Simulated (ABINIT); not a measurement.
ZrC:

```
Zr C
1.0
     0.00000    2.36500    2.36500
     2.36500    0.00000    2.36500
     2.36500    2.36500    0.00000
Zr C
1 1
Direct
  0.50000 0.50000 0.50000
  0.00000 0.00000 0.00000
```

Base run:

| Property | Result |
| --- | --- |
| Program | ABINIT 10.8.3 (patched build) |
| Functional | PBE |
| Potentials or basis | JTH PAW PBE v2.0 |
| Cutoff | 517 eV |
| k mesh | 10 × 10 × 10 |
| Occupations | fermi-dirac, width 0.05 eV |
| Spin | no spin polarisation |

Its results: band gap on the k mesh none (metal or under the smearing width); pressure -3.1 GPa.

Q: The run is repeated on the same cell with these changes: functional from PBE to AM05. What comes out?

A: Band gap on the k mesh none (metal or under the smearing width); pressure -9.3 GPa.

AM05 binds more tightly than PBE, so the same cell stands under less pressure.

Caveats: the PAW data sets were made with another functional, which shifts forces and pressure a little (some runs).
